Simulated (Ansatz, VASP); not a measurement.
One calculation of TaN, two programs

```
CELL_PARAMETERS angstrom
2.87853 0.00000 0.00000
-1.43927 2.49288 0.00000
0.00000 0.00000 2.82465
ATOMIC_POSITIONS crystal
Ta 0.33333 0.66667 0.50000
N 0.00000 0.00000 0.00000
```

Change from the starting cell: volume scaled by 0.9405.

Alike in both runs: task single point; functional PBEsol; k mesh 12 × 12 × 10; occupations fermi-dirac, width 0.02 eV; no spin polarisation.

|  | VASP | Ansatz |
| --- | --- | --- |
| version | VASP 6.6.1 | Ansatz 0.2.0 |
| potentials or method | VASP PAW PBE potentials, release 64 (Ta_pv, N), cutoff 520 eV | all-electron LAPW, scalar-relativistic |

|  | VASP | Ansatz | Ansatz less VASP |
| --- | --- | --- | --- |
| pressure (GPa) | 20.3 | 19.0 | -1.27 |
| largest component of the traceless stress (GPa) | 1.87 | 1.65 | -0.212 |

Ansatz ran all-electron here, so the differences hold the error of VASP's frozen core and of both bases.

Caveats: so large a pressure means that the cell lies far from this level's equilibrium, or that cutoff or potentials fall short (VASP); the potentials were made for another functional, which shifts forces and pressure (VASP). Spin-orbit coupling is left out, which matters for the levels of Ta.
